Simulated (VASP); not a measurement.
# BrTl in VASP: further runs, part 2 of 2

VASP 6.6.1.

**3. Single point, RPBE**

Contents of INCAR:

```
PREC = Accurate
ENCUT = 520
EDIFF = 1E-6
ISMEAR = 0
SIGMA = 0.01
LREAL = False
LASPH = True
NELM = 100
ALGO = Fast
ISIF = 2
LWAVE = False
LCHARG = False
GGA = RP
```

Contents of KPOINTS:

```
Automatic mesh
0
Gamma
  1 1 1
```

Contents of POSCAR:

```
TlBr
1.0
    9.0000000000      0.0000000000      0.0000000000
    0.0000000000      9.0000000000      0.0000000000
    0.0000000000      0.0000000000     12.0000000000
Br Tl
1 1
Direct
    0.5014444400      0.5023333300      0.3937420400
    0.5014444400      0.5023333300      0.6119246200
```

Potentials or basis: VASP PAW PBE potentials, release 64 (Br, Tl_d).

Started as:

```sh
$ cat potpaw_PBE.64/Br/POTCAR potpaw_PBE.64/Tl_d/POTCAR > POTCAR
$ mpirun -np 1 vasp_gam > vasp.out
```

OUTCAR:

```text
PREC = Accurate
   ENCUT = 520
   EDIFF = 1E-6
   ISMEAR = 0
   LREAL = False
   LASPH = True
   NELM = 100
   ISIF = 2
   GGA = RP

 ion  position               nearest neighbor table
   1  0.501  0.502  0.394-   2 2.62
   2  0.501  0.502  0.612-   1 2.62

  LATTYP: Found a simple tetragonal cell.
 ALAT       =     9.0000000000
 C/A-ratio  =     1.3333333333

  Lattice vectors:

 A1 = (   9.0000000000,   0.0000000000,   0.0000000000)
 A2 = (   0.0000000000,   9.0000000000,   0.0000000000)
 A3 = (   0.0000000000,   0.0000000000,  12.0000000000)

Analysis of symmetry for initial positions (statically):
=====================================================================
 Subroutine PRICEL returns:
 Original cell was already a primitive cell.

 Routine SETGRP: Setting up the symmetry group for a
 simple tetragonal supercell.

 Subroutine GETGRP returns: Found  8 space group operations
 (whereof  1 operations were pure point group operations)
 out of a pool of 16 trial point group operations.

The static configuration has the point symmetry C_1 .
 The point group associated with its full space group is C_4v.

[... 139 lines left out ...]

 E-fermi :  -5.5796     XC(G=0):  -1.4074

 val. band max:       -5.6631299433   @ k =   0.0000   0.0000   0.0000
 cond. band min:      -1.8295928412   @ k =   0.0000   0.0000   0.0000
 fundamental gap:      3.8335371021
 Fermi energy:        -5.5796029527

 k-point     1 :       0.0000    0.0000    0.0000
  band No.  band energies     occupation
      1     -18.0096      2.00000
      2     -15.5446      2.00000
      3     -15.5446      2.00000
      4     -15.3783      2.00000
      5     -15.3783      2.00000
      6     -15.2376      2.00000
      7      -9.7112      2.00000
      8      -5.7558      2.00000
      9      -5.7558      2.00000
     10      -5.6631      2.00000
     11      -1.8296      0.00000
     12      -1.8296      0.00000
     13      -0.3965      0.00000
     14      -0.2249      0.00000

------------------------ aborting loop because EDIFF is reached ----------------------------------------

  FORCE on cell =-STRESS in cart. coord.  units (eV):
  Direction    XX          YY          ZZ          XY          YZ          ZX
  --------------------------------------------------------------------------------------
  -------------------------------------------------------------------------------------
  Total        0.0374222      0.0374222      1.4588642      0.0000000     -0.0000000      0.0000000
  in kB        0.0616842      0.0616842      2.4046905      0.0000000     -0.0000000      0.0000000
  external PRESSURE =       0.8426863 kB  Pullay stress =       0.0000000 kB

 VOLUME and BASIS-vectors are now :
 -----------------------------------------------------------------------------
  energy-cutoff  :      520.00
  volume of cell :      972.00
      direct lattice vectors                 reciprocal lattice vectors
     9.000000000  0.000000000  0.000000000     0.111111111  0.000000000  0.000000000
     0.000000000  9.000000000  0.000000000     0.000000000  0.111111111  0.000000000
     0.000000000  0.000000000 12.000000000     0.000000000  0.000000000  0.083333333

 POSITION                                       TOTAL-FORCE (eV/Angst)
 -----------------------------------------------------------------------------------
      4.51300      4.52100      4.72490         0.000000     -0.000000     -0.599138
      4.51300      4.52100      7.34310         0.000000      0.000000      0.599138
 -----------------------------------------------------------------------------------
    total drift:                                0.000017      0.000015     -0.000617

  FREE ENERGIE OF THE ION-ELECTRON SYSTEM (eV)
  ---------------------------------------------------
  free  energy   TOTEN  =        -4.4578028529 eV

  energy  without entropy=       -4.4578028529  energy(sigma->0) =       -4.45780285
```

OSZICAR:

```text
N       E                     dE             d eps       ncg     rms          rms(c)
DAV:   1     0.222685267288E+03    0.22269E+03   -0.53120E+03    28   0.913E+02
DAV:   2     0.291298452778E+02   -0.19356E+03   -0.18735E+03    48   0.205E+02
DAV:   3    -0.434709877643E+01   -0.33477E+02   -0.33445E+02    34   0.100E+02
[... 14 lines left out ...]
RMM:  18    -0.445778348842E+01   -0.14089E-04   -0.12005E-05    26   0.123E-02    0.195E-03
RMM:  19    -0.445779644459E+01   -0.12956E-04   -0.62466E-06    27   0.888E-03    0.198E-03
RMM:  20    -0.445779906013E+01   -0.26155E-05   -0.11733E-06    21   0.454E-03    0.972E-04
RMM:  21    -0.445780188613E+01   -0.28260E-05   -0.86800E-07    22   0.365E-03    0.570E-04
RMM:  22    -0.445780285289E+01   -0.96676E-06   -0.30963E-07    16   0.228E-03
   1 F= -.44578029E+01 E0= -.44578029E+01  d E =-.282976E-32
```

stdout:

```text
POSCAR found type information on POSCAR BrTl
 POSCAR found :  2 types and       2 ions
 scaLAPACK will be used
 -----------------------------------------------------------------------------
|                                                                             |
|                                                                             |
|     You enforced a specific xc type in the INCAR file but a different       |
|     I HOPE YOU KNOW WHAT YOU ARE DOING!                                     |
|                                                                             |
 -----------------------------------------------------------------------------

 LDA part: xc-table for (Slater+PW92), standard interpolation
 POSCAR, INCAR and KPOINTS ok, starting setup
 FFT: planning ... GRIDC
 FFT: planning ... GRID_SOFT
 FFT: planning ... GRID
 WAVECAR not read
 entering main loop
```

It took 36 s on 1 thread of AMD EPYC 9R45 (Zen 5), shared host; peak memory 0.79 GiB.

What came out:

```
Free energy                     : -4.4578 eV
Largest force                   : 0.599 eV/Å
Gap between the frontier levels : 3.83 eV
```

Forces in eV/Å, atoms in the order of the input:
```
Br   0.000  0.000 -0.599
Tl   0.000  0.000  0.599
```

Caveat: the PAW data sets were made with another functional, which shifts forces and pressure a little; spin-orbit coupling is left out, which as a rule narrows the gap of such compounds by several tenths of an eV.

**4. Relaxation of the atoms, PBE+D4**

Contents of INCAR:

```
SYSTEM = TlBr
PREC = Accurate ; ENCUT = 520
EDIFF = 1E-6 ; ISMEAR = 0
SIGMA = 0.01 ; LREAL = .False.
LASPH = .True. ; NELM = 60
ALGO = Fast ; ISIF = 2
LWAVE = .False. ; LCHARG = .False.
GGA = PE ; IVDW = 13
IBRION = 2 ; NSW = 40
EDIFFG = -0.01
```

Contents of KPOINTS:

```
regular mesh
0
Gamma
  1 1 1
  0 0 0
```

POSCAR is that of step 3.

Started as:

```sh
$ cat potpaw_PBE.64/Br/POTCAR potpaw_PBE.64/Tl_d/POTCAR > POTCAR
$ mpirun -np 1 vasp_gam > vasp.out
```

Run time: 84 s. Hardware: 1 thread of AMD EPYC 9R45 (Zen 5), shared host; peak memory 0.86 GiB.

Results (log left out):

```yaml
Free_energy: -4.6969 eV
Energy_gained_by_relaxing: 5.2 meV/atom
Ionic_steps: 3
Gap_between_the_frontier_levels: 3.75 eV
Dispersion_energy_per_atom: -0.027 eV
```

Forces on the atoms (eV/Å):
```
Br   0.000  0.000  0.002
Tl   0.000  0.000 -0.002
```

Step by step:
| step | energy change (eV) | largest force (eV/Å) | pressure (GPa) |
| --- | --- | --- | --- |
| 1 | 0.0000 | 0.4023 | 0.05 |
| 2 | -0.0096 | 0.1007 | 0.01 |
| 3 | -0.0103 | 0.0022 | 0.00 |

Final structure:
```cif
data_structure
_symmetry_space_group_name_H-M 'P 1'
_symmetry_Int_Tables_number 1
_cell_length_a 9.0000
_cell_length_b 9.0000
_cell_length_c 12.0000
_cell_angle_alpha 90.000
_cell_angle_beta 90.000
_cell_angle_gamma 90.000
_cell_volume 972.00
loop_
_atom_site_label
_atom_site_type_symbol
_atom_site_fract_x
_atom_site_fract_y
_atom_site_fract_z
_atom_site_occupancy
Br1 Br 0.50144 0.50233 0.39152 1
Tl1 Tl 0.50144 0.50233 0.61415 1
```

Levels at points of the mesh, in eV from the valence-band top:
| k point | band 7 | band 8 | band 9 | band 10 | band 11 | band 12 | band 13 | band 14 |
| --- | --- | --- | --- | --- | --- | --- | --- | --- |
| (0.00, 0.00, 0.00) | -4.11 | -0.02 | 0.00 | 0.00 | 3.75 | 3.75 | 5.21 | 5.54 |

Caveat: spin-orbit coupling is left out, which as a rule narrows the gap of such compounds by several tenths of an eV. PBE gaps usually lie below the measured ones, often by a third to a half.

**5. For comparison**

An earlier run on the cell as given: functional PBE; potentials or basis VASP PAW PBE potentials, release 64 (Br, Tl_d); cutoff 520 eV; k mesh 1 × 1 × 1; occupations gaussian, width 0.01 eV; no spin polarisation.

* Largest force: 0.404 eV/Å
* Gap between the frontier levels: 3.83 eV

**6. The runs side by side**

```tsv
task	level	cell	gap on the mesh (eV)	largest force (eV/Å)
relaxation of the atoms	vdW-DF2	atoms relaxed	3.26	0.01
single point	RPBE	as given	3.83	0.60
relaxation of the atoms	PBE+D4	atoms relaxed	3.75	-
single point	PBE	as given	3.83	0.40
```

Alike in all rows: potentials or basis VASP PAW PBE potentials, release 64 (Br, Tl_d); no spin polarisation; k mesh 1 × 1 × 1; cutoff (eV) 520; smearing gaussian 0.01 eV.

Caveats: spin-orbit coupling is left out, which as a rule narrows the gap of such compounds by several tenths of an eV; the PAW data sets were made with another functional, which shifts forces and pressure a little (some runs).

Absolute energies hang on the potentials; compare differences alone.
